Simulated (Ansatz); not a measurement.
**Calculated 27Al NMR of the central transition for AlN**

Cell: a COD entry, its atoms then relaxed with PBE in this cell.

```xyz
4
Lattice="3.1100 0.0000 0.0000 -1.5550 2.6933 0.0000 0.0000 0.0000 4.9800" Properties=species:S:1:pos:R:3 pbc="T T T"
Al    1.5550    0.8978    0.0000
Al    0.0000    1.7956    2.4900
N     1.5550    0.8978    1.9024
N     0.0000    1.7956    4.3924
```

Atoms are numbered from 1 in the order listed; like atoms form one site, named after its first atom.

The numbers come from a DFT calculation in Ansatz (LDA, plane waves and PAW, scalar-relativistic, 420 eV cutoff, Γ-centred 11×11×6 k-points, Fermi–Dirac smearing 0.02 eV).

27Al has I = 5/2 and Q = 146.6 mb (Pyykkö 2018); at 7.05 T its Larmor frequency is ν₀ = 78.3 MHz. Only the quadrupole interaction is simulated: positions count from each site's isotropic chemical shift, and J coupling is left out, as are shift anisotropy and dipolar coupling, which fast spinning averages.

Simulated pattern of one Al site (fast magic-angle spinning, Gaussian broadening 0.02 kHz):

(offset (kHz), height): (-0.6285, 0), (-0.6037, 4), (-0.5789, 6), (-0.5541, 6), (-0.5293, 6), (-0.5045, 6), (-0.4797, 7), (-0.4549, 7), (-0.4301, 7), (-0.4053, 10), (-0.3805, 77), (-0.3557, 74), (-0.3309, 53), (-0.3061, 47), (-0.2813, 44), (-0.2565, 43), (-0.2317, 43), (-0.2069, 44), (-0.1821, 47), (-0.1573, 53), (-0.1325, 64), (-0.1077, 100), (-0.0829, 83), (-0.0581, 1)

(1) Which |C_Q| and η does the pattern imply?

Answers

(1) The pattern spans 0.521 kHz before broadening and its centre of gravity is at -0.243 kHz, which fixes P_Q; the places of the horns and steps fix η. That gives P_Q = 1.78 MHz, |C_Q| = 1.78 MHz and η = 0.00. The sign of C_Q can't be read from the pattern.

An axis of threefold or higher order runs through Al, so V_zz lies along it and η is zero.
